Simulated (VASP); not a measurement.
Write the native input for VASP 6.6.1 that does the following.

```yaml
Task: single point
Functional: PBEsol
Potentials_or_basis: VASP PAW PBE potentials, release 64 (C)
Cutoff: 520 eV
k_mesh: 15 × 15 × 1
Occupations: gaussian, width 0.05 eV
Spin: no spin polarisation
Dipole_correction: yes
Further_INCAR_settings: ALGO = Normal; EDIFF = 1e-06; NBANDS = 26
```

The structure of C lies in POSCAR:

```
C
1.0
    2.4589086300      0.0000000000      0.0000000000
   -1.2294543150      2.1294773391      0.0000000000
    0.0000000000      0.0000000000     25.8214669617
C
8
Direct
    0.6666666667      0.3333333333      0.2904559997
    0.3333333333      0.6666666667      0.2904771288
    0.3333333333      0.6666666667      0.4301449569
    0.0000000000      0.0000000000      0.4301660859
    0.0000000000      0.0000000000      0.5698339141
    0.6666666667      0.3333333333      0.5698550431
    0.6666666667      0.3333333333      0.7095228712
    0.3333333333      0.6666666667      0.7095440003
```

The slab is cut from a database's or a generator's crystal, which needn't be the stable form of the element.

The cell isn't the ideal one: (0 0 1) slab cut from the bulk.

One way to write it, as run:

INCAR

```
PREC = Accurate
ENCUT = 520
EDIFF = 1E-6
ISMEAR = 0
SIGMA = 0.05
LREAL = F
LASPH = T
NELM = 100
ALGO = Normal
ISIF = 2
LWAVE = F
LCHARG = F
LDIPOL = T
IDIPOL = 3
DIPOL = 0.5 0.5 0.500
GGA = PS
NBANDS = 26
```

KPOINTS

```
regular mesh
0
Gamma
  15 15 1
```

Potentials or basis: VASP PAW PBE potentials, release 64 (C).

Launch:

```sh
$ cat potpaw_PBE.64/C/POTCAR > POTCAR
$ mpirun -np 1 vasp_std > vasp.out
```

It gave:

```
Largest force          : 0.004 eV/Å
Band gap on the k mesh : none (metal or under the smearing width)
```

Caveat: the PAW data sets were made with another functional, which shifts forces and pressure a little.

Run time: 100 s on 1 thread of Intel(R) Xeon(R) Platinum 8488C (Sapphire Rapids), on a shared host, peak memory 0.25 GiB.
